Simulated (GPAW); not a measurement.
Crystal: CO2.

```
O C
1.0
    -1.97473    1.97473    3.01406
     1.97473   -1.97473    3.01406
     1.97473    1.97473   -3.01406
O C
4 2
Direct
  0.87500 0.95980 0.58480
  0.37500 0.29020 0.41520
  0.04020 0.62500 0.91520
  0.70980 0.12500 0.08480
  0.00000 0.00000 0.00000
  0.75000 0.25000 0.50000
```

The cell comes from a database or a generator and needn't be the stable form of this composition.

Program: GPAW 26.7.0. Alike in all runs: no spin polarisation; cell as given; smearing fermi-dirac 0.05 eV.

Problem. Order these runs on this cell by their pressure, lowest first.
A. level LDA; potentials or basis the program's PAW data sets (release 1.2.1) made for this functional, pw; k mesh 6 × 6 × 6; cutoff (eV) 800; maxiter 150; band path GXYSGZS1NPY1Z,XP; band points 100
B. level LDA; potentials or basis the program's PAW data sets (release 1.2.1) made for this functional, pw; k mesh 8 × 8 × 8; cutoff (eV) 600; maxiter 120; convergence default
C. level PBEsol; potentials or basis PAW data sets generated in the run's folder for this functional, pw; k mesh 9 × 9 × 9; cutoff (eV) 800; maxiter 150

Solution. B (-21.2 GPa), A (-13.3 GPa), C (-6.2 GPa).

Caveats: the cutoff is short for stress and forces, so pressures can be off by a GPa or more (some runs); so large a pressure means that the cell lies far from this level's equilibrium, or that cutoff or potentials fall short (some runs).
